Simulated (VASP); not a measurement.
Set up this calculation in VASP 6.6.1, as the native input.

* Task: relaxation of cell and atoms
* Functional: LDA
* Potentials or basis: VASP PAW LDA potentials, release 64 (Mo_sv)
* Cutoff: 600 eV
* k mesh: 18 × 18 × 18
* Occupations: gaussian, width 0.1 eV
* Spin: no spin polarisation
* Further INCAR settings: ALGO = Fast; EDIFF = 1e-07; IBRION = 2; EDIFFG = -0.005; NSW = 90; ISIF = 3

The structure of Mo lies in POSCAR:

```
Mo
1.0
   -1.5838089700      1.5838089700      1.5838089700
    1.5838089700     -1.5838089700      1.5838089700
    1.5838089700      1.5838089700     -1.5838089700
Mo
1
Direct
    0.0000000000      0.0000000000      0.0000000000
```

One way to write it, as run:

INCAR

```
PREC = Accurate
ENCUT = 600
EDIFF = 1E-7
ISMEAR = 0
SIGMA = 0.1
LREAL = F
LASPH = T
NELM = 80
ALGO = Fast
ISIF = 3
LWAVE = F
LCHARG = F
GGA = CA
IBRION = 2
NSW = 90
EDIFFG = -0.005
```

KPOINTS

```
regular mesh
0
Gamma
  18 18 18
```

Potentials or basis: VASP PAW LDA potentials, release 64 (Mo_sv).

The run is started by

```bash
$ cat potpaw_LDA.64/Mo_sv/POTCAR > POTCAR
$ mpirun -np 1 vasp_std > vasp.out
```

It gave:

- Relaxed volume: 15.12 Å³/atom
- Relaxed cell: a = 2.698 Å, b = 2.698 Å, c = 2.698 Å, α = 109.47°, β = 109.47°, γ = 109.47°
- Space group after relaxing (to 0.05 Å): Im-3m (No. 229)
- Energy gained by relaxing: 33.0 meV/atom
- Ionic steps: 7
- Pressure after relaxing: 0.0 GPa
- Band gap on the k mesh: none (metal or under the smearing width)

It took 86 s on 1 thread of Intel(R) Xeon(R) Platinum 8488C (Sapphire Rapids), on a shared host, peak memory 0.17 GiB.
